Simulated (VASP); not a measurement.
Write the native input for VASP 6.6.1 that does the following.

```yaml
Task: relaxation of cell and atoms
Functional: PBEsol
Potentials_or_basis: VASP PAW PBE potentials, release 64 (Na_pv, S)
Cutoff: 300 eV
k_mesh: 8 × 8 × 8
Occupations: gaussian, width 0.02 eV
Spin: no spin polarisation
Further_INCAR_settings: ALGO = Normal; EDIFF = 1e-07; IBRION = 2; EDIFFG = -0.005; NSW = 90; ISIF = 3
```

The structure of Na2S lies in POSCAR:

```
Na2S
1.0
    0.0000000000      3.2491544900      3.2491544900
    3.2491544900      0.0000000000      3.2491544900
    3.2491544900      3.2491544900      0.0000000000
Na S
2 1
Direct
    0.2500000000      0.2500000000      0.2500000000
    0.7500000000      0.7500000000      0.7500000000
    0.0000000000      0.0000000000      0.0000000000
```

The cell comes from a database or a generator and needn't be the stable form of this composition.

These files were run (other wordings do the same):

INCAR

```
SYSTEM = Na2S
PREC = Accurate ; ENCUT = 300
EDIFF = 1E-7 ; ISMEAR = 0
SIGMA = 0.02 ; LREAL = .FALSE.
LASPH = .TRUE. ; NELM = 100
ALGO = Normal ; ISIF = 3
LWAVE = .FALSE. ; LCHARG = .FALSE.
GGA = PS ; IBRION = 2
NSW = 90 ; EDIFFG = -0.005
```

KPOINTS

```
Automatic mesh
0
G
  8 8 8
  0 0 0
```

Potentials or basis: VASP PAW PBE potentials, release 64 (Na_pv, S).

The run is started by

```sh
$ cat potpaw_PBE.64/Na_pv/POTCAR potpaw_PBE.64/S/POTCAR > POTCAR
$ mpirun -np 1 vasp_std > vasp.out
```

It gave:

* Pressure after relaxing: 0.0 GPa
* Band gap on the k mesh: 2.43 eV, direct

Caveat: the cutoff is under 1.25 times the usual one of these potentials, so pressure, stress and relaxed cells hold a basis-set (Pulay) error; the relaxation stopped at its first step, so nothing moved; the PAW data sets were made with another functional, which shifts forces and pressure a little.

Run time: 7.7 s on 1 thread of Intel(R) Xeon(R) 6975P-C (Granite Rapids), with other jobs on the host, peak memory 0.15 GiB.
